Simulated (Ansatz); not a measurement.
Structure types of Zr were relaxed at one common pressure (all-electron LAPW in Ansatz 0.2.0 under PBE, scalar-relativistic, no spin polarisation, zero temperature). They take these volumes:

| type | space group | V (Å³/atom) |
| --- | --- | --- |
| hcp | P6_3/mmc | 21.14 |
| diamond | Fd-3m | 24.69 |
| simple hexagonal | P6/mmm | 21.30 |
| beta tin | I4_1/amd | 21.04 |

Q: At about which pressure, and is the densest type also the lowest in enthalpy?

A: 11 GPa. The densest is beta tin, and it is 486 meV/atom above hcp: its gain in pV doesn't pay for its higher energy here.
